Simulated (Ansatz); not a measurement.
## Ligand exchange: SnH2(SH)2 + CHF3S → SnH(SH)3 + CHF3

Species: SnH2(SH)2, singlet; CHF3S `FC(F)(F)S`, singlet; SnH(SH)3, singlet; CHF3 `FC(F)F`, singlet. The partners trade H for SH: Sn–H and C–SH bonds give way to Sn–SH and C–H.

Shapes, held fixed at every level: PBE0-D4/def2-TZVP. Flexible molecules stand in one conformer, not always the lowest. Programs: Ansatz 0.2.0. Electronic energies: no zero-point or thermal term.

Q: Estimate ΔE of this reaction.

A: The highest level, CCSD(T)/def2-TZVPP, gives ΔE = -130.5 kJ/mol; the levels span -140.2 to -122.6. The column of differences is taken from that level and isn't an error. No measured value is set beside it here. For atoms past krypton def2 sets carry core potentials with scalar relativity. Outer-core shells of Sn are correlated in most correlated rows, in sets that cover them unevenly.

```tsv
level	kind	ΔE (kJ/mol)	less CCSD(T)/def2-TZVPP
r2SCAN0-D4/def2-TZVPP	global hybrid	-129.4	+1.1
wB97M-V/def2-TZVPP	range-separated hybrid	-123.2	+7.3
wB97X-V/def2-TZVPP	range-separated hybrid	-122.6	+7.9
MP2/def2-SVP	perturbation theory	-131.7	-1.2
MP2/def2-TZVPP	perturbation theory	-140.2	-9.7
CCSD/def2-SVP	coupled cluster or CI	-126.7	+3.8
CCSD(T)/def2-TZVPP	coupled cluster or CI	-130.5	0.0
```
